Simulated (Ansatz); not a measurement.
## A Ba vacancy and an O vacancy, 5.12 Å apart on the ideal sites in cubic perovskite BaZrO3, 38 atoms, charge 0

All numbers come from Ansatz (PAW, plane waves, no spin–orbit coupling) at the single k point (¼, ¼, ¼) without its symmetry partners. The atoms were relaxed with PBEsol in a fixed cell; other functionals are single points on those atoms unless said otherwise. The valence top and gap of the host come from its small cell on a dense mesh, with the band extrema sought between the mesh points, lined up by the mean potential, PBEsol gap 3.17 eV, HSE06 gap 4.74 eV, r²SCAN gap 3.78 eV.

Cell: a = 8.362 Å, b = 8.362 Å, c = 8.362 Å, α = 90.00°, β = 90.00°, γ = 90.00°.

Nearest atoms after relaxation, from the placed atom (for vacancies from the middle of the vacant sites): Zr at 1.45 Å, O at 1.50 Å, O at 1.50 Å, Ba at 2.60 Å, O at 2.61 Å, O at 3.24 Å, O at 3.24 Å, Zr at 3.27 Å.

Chemical potentials μ are those of reference phases of the elements at zero temperature by the same functional (the usual solids, diamond for C, grey Sn, and the molecules H2, N2, O2, F2, Cl2, Br2 and S8).

```csv
functional,E(defect) − E(host) − Σ nμ + q·E_VBM (eV),monopole (eV),alignment (eV),formation energy at E_F = VBM (eV),moment (μB),"wall time, shared host"
PBEsol,9.26,0.00,0.00,9.26,0 (no spin),5.9 s on NVIDIA H100 (relaxation)
HSE06,9.32,0.00,0.00,9.32,0 (no spin),16 s on NVIDIA H100
r²SCAN,9.93,0.00,0.00,9.93,0 (no spin),23 s on 4 threads of EPYC 7R13
```

HSE06 one-electron levels near the gap (the ten most localised at most), from the host's valence top:

```csv
level (eV),spin,filling,atoms sharing it,element of the atom with most weight
4.15,both,0.00,9.9,Zr
```

r²SCAN one-electron levels near the gap (the ten most localised at most), from the host's valence top:

```
level (eV)  spin  filling  atoms sharing it  element of the atom with most weight
      3.17  both     0.00               9.9                                    Zr
```

All elements are taken at their own reference at once; growth conditions in equilibrium with the host shift these energies, by up to the host's formation enthalpy.

The ideal cubic host may itself distort, and that gain is in these energies.

One k point and a cell of this size can leave errors of several tenths of an eV in such numbers.
